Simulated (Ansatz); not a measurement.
KCl (Sylvite) under changes of volume

One of the cells (31.151 Å³/atom); the others are scaled copies at fixed shape and fractional positions:

```
K Cl
1.0
     0.00000    3.14647    3.14647
     3.14647    0.00000    3.14647
     3.14647    3.14647    0.00000
K Cl
1 1
Direct
  0.00000 0.00000 0.00000
  0.50000 0.50000 0.50000
```

| Item | Value |
| --- | --- |
| Program | Ansatz 0.2.0 |
| Functional | HSE06 |
| Potentials or basis | Ansatz PAW |
| Cutoff | 420 eV (not typed: the program's choice for these potentials) |
| k mesh | 4 × 4 × 4 |
| Occupations | fermi-dirac, width 0.05 eV |
| Spin | no spin polarisation |

| volume (Å³/atom) | energy over the lowest point (meV/atom) | pressure (GPa) | gap on the mesh (eV) |
| --- | --- | --- | --- |
| 29.282 | 13.95 | 1.8 | 6.74 |
| 29.905 | 7.80 | 1.3 | 6.65 |
| 30.528 | 3.57 | 0.9 | 6.58 |
| 31.151 | 1.03 | 0.5 | 6.50 |
| 31.774 | 0.00 | 0.1 | 6.43 |
| 32.397 | 0.31 | -0.2 | 6.36 |
| 33.020 | ? | ? | ? |

Task: What does the run at 33.020 Å³/atom give?

Result: Energy over the lowest point 1.82 meV/atom; pressure -0.5 GPa; gap on the mesh 6.29 eV.

Worked out: A Birch-Murnaghan fit of order 3 (a polynomial in V^(-2/3)) to the other rows has its minimum at 31.93 Å³/atom with B0 = V·E''(V) = 17.1 GPa and B' = 5.1. It gives 1.81 meV/atom at 33.020 Å³/atom, against the run's 1.82, and -dE/dV = -0.5 GPa, against -0.5. A straight line through the other rows of the gap, of slope -3.73 eV per unit of ln V (its deformation potential), extrapolates to 6.29 eV, against the run's 6.29.

Energies are extrapolated to zero smearing.

Caveats: all runs use coarse meshes; the PAW data sets come from PBE, with cores solved anew for the run's functional, which leaves a small shift of forces and pressure; the thresholds are loose for stress.
